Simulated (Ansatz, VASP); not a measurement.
## Se: VASP beside Ansatz

POSCAR

```
Se
1.0
    3.2117637651      0.0000000000      0.0000000000
   -1.6058818825      2.7814690115      0.0000000000
    0.0000000000      0.0000000000      3.0009917680
Se
1
Direct
    0.0000000000      0.0000000000      0.0000000000
```

The input INCAR.step1:

```
SYSTEM = Se
ALGO = Normal ; EDIFF = 1E-4
ENCUT = 600 ; GGA = PE
ISMEAR = 0 ; LASPH = .True.
LCHARG = .False. ; LREAL = .False.
LWAVE = .True. ; NELM = 80
PREC = Accurate ; SIGMA = 0.1
```

INCAR.step2

```
SYSTEM = Se
ALGO = Normal ; EDIFF = 1E-6
EDIFFG = -0.04 ; ENCUT = 600
IBRION = 2 ; ISIF = 3
ISMEAR = 0 ; ISTART = 1
LASPH = .True. ; LCHARG = .False.
LMIXTAU = .True. ; LREAL = .False.
LWAVE = .False. ; METAGGA = R2SCAN
NELM = 80 ; NSW = 90
PREC = Accurate ; SIGMA = 0.1
```

KPOINTS

```
k-points
0
Gamma
  6 6 6
  0 0 0
```

Input for Ansatz:

```yaml
crystal:
  lattice:
    - [3.2117637651, 0.0, 0.0]
    - [-1.6058818825, 2.7814690115, 0.0]
    - [0.0, 0.0, 3.000991768]
  atoms:
    - { symbol: Se, position: [0.0, 0.0, 0.0] }
basis:
  ecutwfc: 500
kpoints:
  mp_grid: { grid: [6, 6, 6] }
hamiltonian:
  xc: r2scan
scf:
  occupations: { method: gaussian, width: 0.1 }
  lower_state_search: "off"
output:
  forces: true
  stress: true
  eigenvalues: true
relax:
  adjacent_minimum: "off"
  f_tol: 0.04
  max_steps: 70
  cell: { stress_tol: 0.4 }
```

Alike in both runs: task relaxation of cell and atoms; functional r2SCAN; k mesh 6 × 6 × 6; occupations gaussian, width 0.1 eV; no spin polarisation.

```csv
,VASP,Ansatz
version,VASP 6.6.1,Ansatz 0.2.0
potentials or method,"VASP PAW PBE potentials, release 64 (Se)","scalar-relativistic, plane waves, PAW"
plane-wave cutoff (eV),600,500
valence electrons in the cell,6,16
```

VASP gave:

```
gap on the k mesh at the Fermi level, each at its own relaxed structure (eV) : none
relaxed volume (Å³/atom)                                                     : 24.10
relaxed cell length with the largest relative difference (Å)                 : 2.420
energy change over the relaxation (meV/atom)                                 : -467
```

Task: Which values does Ansatz return?

Result: gap on the k mesh at the Fermi level, each at its own relaxed structure (eV): none; relaxed volume (Å³/atom): 24.15; relaxed cell length with the largest relative difference (Å): 2.422; energy change over the relaxation (meV/atom): -466.

A gap of «none» marks a metal or a gap that the smearing closes. The two sets of potentials don't hold the same shells in valence.

Caveats: the k mesh is coarse (spacing up to 0.38 Å⁻¹), so the values aren't converged; the PAW data sets were made with another functional, which shifts forces and pressure a little (VASP).
